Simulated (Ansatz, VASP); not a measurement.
TiSi2: VASP beside Ansatz

Contents of INCAR:

```
SYSTEM = TiSi2
ALGO = Normal ; EDIFF = 1E-7
ENCUT = 520 ; GGA = PE
ISIF = 2 ; ISMEAR = -1
LASPH = .True. ; LCHARG = .True.
LELF = .True. ; LREAL = .False.
LVHAR = .True. ; LWAVE = .False.
NBANDS = 17 ; NELM = 60
PREC = Accurate ; SIGMA = 0.05
```

Contents of KPOINTS:

```
k-points
0
Gamma
  7 7 10
  0 0 0
```

Contents of POSCAR:

```
TiSi2
1.0
    4.3746400000      0.0000000000      0.0000000000
   -2.1873200000      3.7885500000      0.0000000000
    0.0000000000      0.0000000000      2.5610100000
Ti Si
1 2
Direct
    0.0000000000      0.0000000000      0.0000000000
    0.3333300000      0.6666700000      0.5000000000
    0.6666700000      0.3333300000      0.5000000000
```

The input input.yaml:

```yaml
crystal:
  lattice:
    - [4.37464, 0.0, 0.0]
    - [-2.18732, 3.78855, 0.0]
    - [0.0, 0.0, 2.56101]
  atoms:
    - { symbol: Ti, position: [0.0, 0.0, 0.0] }
    - { symbol: Si, position: [0.33333, 0.66667, 0.5] }
    - { symbol: Si, position: [0.66667, 0.33333, 0.5] }
hamiltonian:
  xc: pbe
  pseudopotentials: { kind: paw }
kpoints:
  mp_grid: { grid: [7, 7, 10] }
scf:
  occupations: { method: fermi_dirac, width: 0.05 }
output:
  forces: true
  stress: true
  eigenvalues: true
  write_density: true
  write_potential: true
  elf: true
  volumetric_format: npy
```

The cell was built by a generator and needn't be a form met in nature.

Alike in both runs: task single point; functional PBE; k mesh 7 × 7 × 10; occupations fermi-dirac, width 0.05 eV; no spin polarisation.

|  | VASP | Ansatz |
| --- | --- | --- |
| version | VASP 6.6.1 | Ansatz 0.2.0 |
| potentials or method | VASP PAW PBE potentials, release 64 (Ti_sv, Si) | Ansatz PAW |
| plane-wave cutoff (eV) | 520 | 420 |
| valence electrons in the cell | 20 | 20 |

|  | VASP | Ansatz | Ansatz less VASP |
| --- | --- | --- | --- |
| gap on the k mesh at the Fermi level (eV) | none | none | - |
| pressure (GPa) | -0.2 | -0.2 | +0.08 |
| largest component of the traceless stress (GPa) | 0.56 | 0.57 | +0.006 |

A gap of «none» marks a metal or a gap that the smearing closes.
